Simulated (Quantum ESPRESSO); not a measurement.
# GaN (F-43m) in Quantum ESPRESSO: reference runs

Aim: a first look at GaN with PBEsol, on the cell as given.

All numbers are computed with Quantum ESPRESSO 7.5; they aren't measurements. Logs are shortened: lines on timing, memory, paths and dates and some standing lists are left out, and cuts for length are marked.

**Experimental background.**

From a printed reference work, textbook, for a bulk crystal of GaN at 0 K: band gap 3.299 eV (direct).

How close the calculation comes is told below.

## 1. The structure

It takes space group F-43m (No. 216, cubic). The conventional cell has a = 4.507 Å, b = 4.507 Å, c = 4.507 Å, α = 90.00°, β = 90.00°, γ = 90.00°. Ga (site symmetry -43m) is surrounded by 4 N at 1.95 Å. N (site symmetry -43m) has 4 Ga at 1.95 Å as nearest neighbours.

The cell is a database's computed one.

## 2. Single point, PBEsol

The input, pw.in:

```
&CONTROL
  calculation = 'scf'
  prefix = 'pwscf'
  outdir = './tmp'
  pseudo_dir = './pseudo'
  tprnfor = .true.
  tstress = .true.
  disk_io = 'low'
/
&SYSTEM
  ibrav = 0
  nat = 2
  ntyp = 2
  ecutwfc = 56
  ecutrho = 448
  nbnd = 19
  occupations = 'smearing'
  smearing = 'fd'
  degauss = 0.00367493
/
&ELECTRONS
  conv_thr = 4d-10
  electron_maxstep = 120
  mixing_beta = 0.5
/
ATOMIC_SPECIES
Ga    69.7230 ga_pbesol_v1.4.uspp.F.UPF
N     14.0070 n_pbesol_v1.2.uspp.F.UPF
CELL_PARAMETERS angstrom
   0.0000000000    2.2535006075    2.2535006075
   2.2535006075    0.0000000000    2.2535006075
   2.2535006075    2.2535006075    0.0000000000
ATOMIC_POSITIONS crystal
Ga     0.0000000000    0.0000000000    0.0000000000
N      0.2500000000    0.2500000000    0.2500000000
K_POINTS automatic
10 10 10 0 0 0
```

The input, pp_density.in:

```
&INPUTPP
  prefix = 'pwscf'
  outdir = './tmp'
  filplot = 'density.dat'
  plot_num = 0
/
&PLOT
  nfile = 1
  filepp(1) = 'density.dat'
  iflag = 3
  output_format = 6
  fileout = 'density.cube'
/
```

The input, pp_potential.in:

```
&INPUTPP
  prefix = 'pwscf'
  outdir = './tmp'
  filplot = 'potential.dat'
  plot_num = 11
/
&PLOT
  nfile = 1
  filepp(1) = 'potential.dat'
  iflag = 3
  output_format = 6
  fileout = 'potential.cube'
/
```

Potentials or basis: GBRV 1.5 PBEsol.

Launch:

```console
$ OMP_NUM_THREADS=1 mpirun -n 2 pw.x -nk 2 -in pw.in > pw.out
$ OMP_NUM_THREADS=1 mpirun -n 1 pp.x -in pp_density.in > pp_density.out
$ OMP_NUM_THREADS=1 mpirun -n 1 pp.x -in pp_potential.in > pp_potential.out
```

pw.out:

```text
This program is part of the open-source Quantum ESPRESSO suite
     for quantum simulation of materials; please cite
[... 13 lines left out ...]
     --------------------
     sticks:   dense  smooth     PW     G-vecs:    dense   smooth      PW
     Sum        1123     559    169                24693     8801    1471

     Using Slab Decomposition

     bravais-lattice index     =            0
     lattice parameter (alat)  =       6.0224  a.u.
     unit-cell volume          =     154.4542 (a.u.)^3
     number of atoms/cell      =            2
     number of atomic types    =            2
     number of electrons       =        24.00
     number of Kohn-Sham states=           19
     kinetic-energy cutoff     =      56.0000  Ry
     charge density cutoff     =     448.0000  Ry
     scf convergence threshold =      4.0E-10
     mixing beta               =       0.5000
     number of iterations used =            8  plain     mixing
     Exchange-correlation= SLA  PW   PSX  PSC
                           (   1   4  10   8   0   0   0)

     celldm(1)=   6.022427  celldm(2)=   0.000000  celldm(3)=   0.000000
     celldm(4)=   0.000000  celldm(5)=   0.000000  celldm(6)=   0.000000

     crystal axes: (cart. coord. in units of alat)
               a(1) = (   0.000000   0.707107   0.707107 )
               a(2) = (   0.707107   0.000000   0.707107 )
               a(3) = (   0.707107   0.707107   0.000000 )

     reciprocal axes: (cart. coord. in units 2 pi/alat)
               b(1) = ( -0.707107  0.707107  0.707107 )
               b(2) = (  0.707107 -0.707107  0.707107 )
               b(3) = (  0.707107  0.707107 -0.707107 )

     PseudoPot. # 1 for Ga read from file:
     ga_pbesol_v1.4.uspp.F.UPF
     Pseudo is Ultrasoft + core correction, Zval = 19.0
     Generated by new atomic code, or converted to UPF format
     Using radial grid of  871 points,  6 beta functions with:
                l(1) =   0
                l(2) =   0
                l(3) =   1
                l(4) =   1
                l(5) =   2
                l(6) =   2
     Q(r) pseudized with  8 coefficients,  rinner =    1.250   1.250   1.250
                                                       1.250   1.250

     PseudoPot. # 2 for N  read from file:
     n_pbesol_v1.2.uspp.F.UPF
     Pseudo is Ultrasoft + core correction, Zval =  5.0
     Generated by new atomic code, or converted to UPF format
     Using radial grid of  729 points,  4 beta functions with:
                l(1) =   0
                l(2) =   0
                l(3) =   1
                l(4) =   1
     Q(r) pseudized with  8 coefficients,  rinner =    0.900   0.900   0.900

     atomic species   valence    mass     pseudopotential
     Ga               19.00    69.72300     Ga( 1.00)
     N                 5.00    14.00700     N ( 1.00)

     24 Sym. Ops. (no inversion) found

   Cartesian axes

     site n.     atom                  positions (alat units)
         1        Ga     tau(   1) = (   0.0000000   0.0000000   0.0000000  )
         2        N      tau(   2) = (   0.3535534   0.3535534   0.3535534  )

     number of k points=    47  Fermi-Dirac smearing, width (Ry)=  0.0037
                       cart. coord. in units 2pi/alat
        k(    1) = (   0.0000000   0.0000000   0.0000000), wk =   0.0020000
        k(    2) = (   0.0707107   0.0707107  -0.0707107), wk =   0.0160000
        k(    3) = (   0.1414214   0.1414214  -0.1414214), wk =   0.0160000
        k(    4) = (   0.2121320   0.2121320  -0.2121320), wk =   0.0160000
        k(    5) = (   0.2828427   0.2828427  -0.2828427), wk =   0.0160000
        k(    6) = (  -0.3535534  -0.3535534   0.3535534), wk =   0.0080000
[... 39 lines left out ...]
        k(   46) = (  -0.0707107  -0.3535534   0.6363961), wk =   0.0480000
        k(   47) = (  -0.7071068   0.2828427   0.0000000), wk =   0.0240000

     Dense  grid:    24693 G-vectors     FFT dimensions: (  45,  45,  45)

     Smooth grid:     8801 G-vectors     FFT dimensions: (  30,  30,  30)

     Check: negative core charge=   -0.000001

     Initial potential from superposition of free atoms

     starting charge      23.0000, renormalised to      24.0000
     Starting wfcs are   16 randomized atomic wfcs +    3 random wfcs

     Self-consistent Calculation

     iteration #  1     ecut=    56.00 Ry     beta= 0.50
     Davidson diagonalization with overlap
     ethr =  1.00E-02,  avg # of iterations =  5.5

     total energy              =    -432.48694479 Ry
     estimated scf accuracy    <       5.66098319 Ry

     iteration #  2     ecut=    56.00 Ry     beta= 0.50
     Davidson diagonalization with overlap
     ethr =  1.00E-02,  avg # of iterations =  2.0

     total energy              =    -434.95061406 Ry
     estimated scf accuracy    <       1.77748303 Ry

     iteration #  3     ecut=    56.00 Ry     beta= 0.50
     Davidson diagonalization with overlap
     ethr =  7.41E-03,  avg # of iterations =  1.5

     total energy              =    -435.17095033 Ry
     estimated scf accuracy    <       0.10018210 Ry

     iteration #  4     ecut=    56.00 Ry     beta= 0.50
     Davidson diagonalization with overlap
     ethr =  4.17E-04,  avg # of iterations =  1.9

     total energy              =    -435.16317485 Ry
     estimated scf accuracy    <       0.02349138 Ry

     iteration #  5     ecut=    56.00 Ry     beta= 0.50
     Davidson diagonalization with overlap
     ethr =  9.79E-05,  avg # of iterations =  2.3
[... 15 lines left out ...]
     total energy              =    -435.17052069 Ry
     estimated scf accuracy    <       0.00000252 Ry

     iteration #  8     ecut=    56.00 Ry     beta= 0.50
     Davidson diagonalization with overlap
     ethr =  1.05E-08,  avg # of iterations =  2.0

     total energy              =    -435.17052124 Ry
     estimated scf accuracy    <       0.00000002 Ry

     iteration #  9     ecut=    56.00 Ry     beta= 0.50
     Davidson diagonalization with overlap
     ethr =  6.36E-11,  avg # of iterations =  4.0

     total energy              =    -435.17052125 Ry
     estimated scf accuracy    <          3.3E-09 Ry

     iteration # 10     ecut=    56.00 Ry     beta= 0.50
     Davidson diagonalization with overlap
     ethr =  1.39E-11,  avg # of iterations =  2.0

     End of self-consistent calculation

          k = 0.0000 0.0000 0.0000 (  1067 PWs)   bands (ev):

   -81.8070 -81.8070 -81.8070  -5.2325  -2.7171  -2.7171  -2.7171  -2.3901
    -2.3901  10.6946  10.6946  10.6946  12.3805  20.9062  20.9062  20.9062
    28.0741  29.3254  29.3254

          k = 0.0707 0.0707-0.0707 (  1091 PWs)   bands (ev):

   -81.8071 -81.8070 -81.8070  -5.1192  -2.7033  -2.7033  -2.6795  -2.3915
    -2.3915   9.5864  10.5865  10.5865  13.2405  20.3990  21.0718  21.0718
    28.0198  28.0198  28.0274

          k = 0.1414 0.1414-0.1414 (  1098 PWs)   bands (ev):

   -81.8074 -81.8070 -81.8070  -4.8329  -2.6712  -2.6712  -2.5195  -2.3904
    -2.3904   7.7666  10.3209  10.3209  14.3105  19.6150  21.3361  21.3361
    26.9113  27.2626  27.2626

          k = 0.2121 0.2121-0.2121 (  1089 PWs)   bands (ev):

   -81.8079 -81.8071 -81.8071  -4.5272  -2.6426  -2.6426  -2.3769  -2.3769
    -2.1228   5.8805  10.0212  10.0212  14.9768  19.2519  21.3040  21.3040
    26.2122  27.7595  27.7595

          k = 0.2828 0.2828-0.2828 (  1101 PWs)   bands (ev):

   -81.8082 -81.8072 -81.8072  -4.3442  -2.6302  -2.6302  -2.3543  -2.3543
    -1.5031   4.2846   9.7970   9.7970  15.2169  19.2678  21.0693  21.0693
    26.0623  29.1688  29.1688

          k =-0.3536-0.3536 0.3536 (  1104 PWs)   bands (ev):
[... 127 lines left out ...]
   -81.8080 -81.8078 -81.8073  -4.1812  -2.6109  -2.5200  -2.4192  -2.3875
    -0.8615   4.8629   6.6337   9.1774  16.9369  18.1219  20.5919  22.5005
    26.3922  28.2582  33.0091

          k = 0.5657-0.0000 0.0000 (  1086 PWs)   bands (ev):

   -81.8082 -81.8075 -81.8075  -4.1604  -2.6133  -2.4417  -2.4417  -2.3196
    -1.1518   5.1422   8.1810   8.1810  14.2900  17.3865  21.9330  24.1458
    24.1458  32.7032  34.0613

          k =-0.0707-0.6364 0.6364 (  1096 PWs)   bands (ev):

   -81.8083 -81.8076 -81.8075  -4.1248  -2.6177  -2.4345  -2.4259  -2.3202
    -0.7648   4.7180   7.5903   8.1057  14.4196  17.5818  22.0318  24.2368
    24.2920  32.7503  34.2074

          k = 0.0000-0.5657 0.5657 (  1105 PWs)   bands (ev):

   -81.8082 -81.8077 -81.8075  -4.1185  -2.6037  -2.4533  -2.4400  -2.3391
    -0.5438   4.7156   6.6756   8.3126  15.1402  18.2403  21.8889  23.7882
    24.0099  32.1300  33.3369

          k =-0.7071 0.0000 0.0000 (  1106 PWs)   bands (ev):

   -81.8083 -81.8075 -81.8075  -4.1146  -2.6329  -2.4085  -2.4085  -2.3121
    -0.6975   4.5098   7.9604   7.9604  13.9228  17.2458  22.2597  24.5764
    24.5764  32.3615  36.1621

          k = 0.2828 0.1414 0.0000 (  1098 PWs)   bands (ev):

   -81.8076 -81.8072 -81.8071  -4.6258  -2.6406  -2.6236  -2.4864  -2.3768
    -2.2856   7.3095   9.2005  10.0066  15.2407  18.8591  20.9471  21.9471
    24.4617  28.8664  30.9011

          k = 0.3536 0.2121-0.0707 (  1091 PWs)   bands (ev):

   -81.8079 -81.8074 -81.8072  -4.3937  -2.6195  -2.5940  -2.4505  -2.3628
    -1.8718   5.9432   8.5602   9.6889  16.0485  18.6013  20.3040  22.0983
    25.2203  29.1042  30.8574

          k =-0.2828-0.4243 0.5657 (  1094 PWs)   bands (ev):

   -81.8081 -81.8074 -81.8072  -4.2580  -2.6171  -2.5758  -2.4171  -2.3524
    -1.2618   4.6046   8.2647   9.3466  16.5502  18.2055  20.4963  21.9793
    26.3057  29.2726  30.7236

          k =-0.2121-0.3536 0.4950 (  1098 PWs)   bands (ev):

   -81.8082 -81.8075 -81.8073  -4.2184  -2.6189  -2.5711  -2.3963  -2.3523
    -0.9188   3.9977   8.1896   9.1980  16.7336  17.9542  20.7858  21.9054
    26.8405  29.2764  30.5852

          k = 0.4243 0.1414-0.0000 (  1086 PWs)   bands (ev):

   -81.8079 -81.8074 -81.8073  -4.3168  -2.5748  -2.5613  -2.4929  -2.3434
    -1.7631   6.0897   8.3431   8.9964  15.7086  18.0494  20.7306  22.9427
    24.0748  31.2517  32.7775

          k =-0.2121-0.4950 0.6364 (  1090 PWs)   bands (ev):
[... 19 lines left out ...]
   -81.8080 -81.8076 -81.8072  -4.2514  -2.6047  -2.5601  -2.4384  -2.3706
    -1.3484   5.3495   7.4324   9.2920  17.0631  18.0896  19.9244  22.4602
    25.7935  29.1892  32.5834

          k =-0.1414-0.5657 0.7071 (  1084 PWs)   bands (ev):

   -81.8082 -81.8076 -81.8075  -4.1561  -2.5949  -2.4922  -2.4359  -2.3289
    -1.0066   5.0884   7.7462   8.0576  15.0876  17.8942  21.3924  23.5207
    24.5300  32.7399  33.1751

          k =-0.0707-0.4950 0.6364 (  1092 PWs)   bands (ev):

   -81.8081 -81.8077 -81.8075  -4.1248  -2.5910  -2.5005  -2.4187  -2.3444
    -0.5968   4.8029   6.9095   7.9655  15.6790  18.4044  21.4022  22.8546
    24.9645  31.4022  33.5188

          k = 0.0000-0.4243 0.5657 (  1104 PWs)   bands (ev):

   -81.8080 -81.8079 -81.8074  -4.1305  -2.5936  -2.5063  -2.4177  -2.3695
    -0.5278   4.8295   6.3774   8.2972  16.4354  18.5976  20.9974  22.6226
    25.2878  29.7400  33.8133

          k =-0.7071 0.1414 0.0000 (  1102 PWs)   bands (ev):

   -81.8082 -81.8076 -81.8075  -4.1137  -2.6122  -2.4579  -2.4062  -2.3272
    -0.5939   4.6314   7.5891   7.6246  14.7601  17.8162  22.0919  23.4066
    24.8747  32.9490  33.2676

          k =-0.1414-0.4243 0.7071 (  1091 PWs)   bands (ev):

   -81.8081 -81.8077 -81.8074  -4.1448  -2.5758  -2.5417  -2.4156  -2.3624
    -0.7140   4.9362   6.9184   8.0412  16.7008  18.5708  20.2569  22.7301
    25.5186  29.9327  33.7039

          k =-0.0707-0.3536 0.6364 (  1092 PWs)   bands (ev):

   -81.8080 -81.8078 -81.8075  -4.1248  -2.5799  -2.5314  -2.3986  -2.3750
    -0.4933   4.8406   6.6678   7.7387  16.9074  18.7071  20.5662  22.2618
    25.7621  29.5533  34.0298

          k =-0.7071 0.2828 0.0000 (  1096 PWs)   bands (ev):

   -81.8081 -81.8078 -81.8075  -4.1122  -2.5744  -2.5293  -2.3948  -2.3635
    -0.4302   4.8860   7.0570   7.0785  16.4155  18.8416  21.3366  21.7132
    25.6633  30.3278  33.9347

     the Fermi energy is    11.5813 ev

!    total energy              =    -435.17052125 Ry
     estimated scf accuracy    <          4.6E-11 Ry
     smearing contrib. (-TS)   =      -0.00000000 Ry
     internal energy E=F+TS    =    -435.17052125 Ry

     The total energy is F=E-TS. E is the sum of the following terms:
     one-electron contribution =    -337.13403657 Ry
     hartree contribution      =     181.10865975 Ry
     xc contribution           =     -53.46414644 Ry
     ewald contribution        =    -225.68099799 Ry

     convergence has been achieved in  10 iterations

     Forces acting on atoms (cartesian axes, Ry/au):

     atom    1 type  1   force =    -0.00000000    0.00000000   -0.00000000
     atom    2 type  2   force =     0.00000000   -0.00000000    0.00000000

     Total force =     0.000000     Total SCF correction =     0.000000

     Computing stress (Cartesian axis) and pressure

          total   stress  (Ry/bohr**3)                   (kbar)     P=       -6.80
  -0.00004624  -0.00000000  -0.00000000           -6.80       -0.00       -0.00
  -0.00000000  -0.00004624  -0.00000000           -0.00       -6.80       -0.00
  -0.00000000  -0.00000000  -0.00004624           -0.00       -0.00       -6.80

=------------------------------------------------------------------------------=
   JOB DONE.
=------------------------------------------------------------------------------=
```

Run time: 14 s. Hardware: 2 MPI ranks of Arm Neoverse V1, shared host; peak memory 0.22 GiB.

What came out:

* Free energy: -5920.7966 eV
* Pressure: -0.7 GPa
* Band gap on the k mesh: 1.69 eV, direct

## 3. Against experiment

Step 2. A measured gap of GaN is 3.299 eV (direct; 0 K; a printed reference work, textbook); the calculated 1.69 eV misses it by -1.61 eV. Spin-orbit coupling on Ga is left out. The value is that of PBEsol, without temperature or zero-point motion. Semilocal functionals fall short of measured gaps as a rule. The cell is a database's relaxed one, not the measured one, which moves gaps too.
